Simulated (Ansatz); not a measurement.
# Zr2N: how the energy converges with the cutoff

Zr2N, P4_2/mnm, a = 5.413 Å, c = 3.308 Å. The structure is a Materials Project entry; whether it is the stable form wasn't checked. Ansatz: PBEsol, PAW, cutoff varied, Γ-centred 8×8×10 mesh on 6 atoms, Gaussian smearing 0.10 eV; no spin polarisation. Single points at one geometry, the cutoff alone changed; ΔE is the energy at zero smearing over the run at 850 eV (runs within 0.3 meV/atom of it are left out). The runs up to 380 eV lie under the cutoff recommended for these PAW datasets.

| cutoff (eV) | ΔE (meV/atom) |
| --- | --- |
| 150 | 7566.57 |
| 200 | 1879.45 |
| 250 | 496.11 |
| 300 | 110.94 |
| 350 | 22.00 |
| 380 | ? |
| 420 | 1.93 |
| 460 | 0.48 |

Assume ΔE falls exponentially with the cutoff, fit y = ln ΔE against x, the cutoff in eV, to the other rows, and predict the missing value.

y = 8.931, 7.539, 6.207, 4.709, 3.091, 0.658, -0.734. Means x = 304.3, y = 4.3430; Σ(Δx)² = 77371, ΣΔxΔy = -2418; the slope is their ratio. y = 13.85 − 0.03125 x, a factor of ten per 74 eV. At 380 eV this gives ΔE = 7.21 meV/atom. The run gave 7.92, a ratio of 0.91. Between neighbouring rows the decay runs from a factor of ten per 65 eV to one per 86 eV, so one exponential is only a rough guide.

Cost: 12 runs of about 8.1 core-minutes in all, on Intel Xeon Processor @ 2.50GHz (Skylake/Cascade Lake) (shared hosts).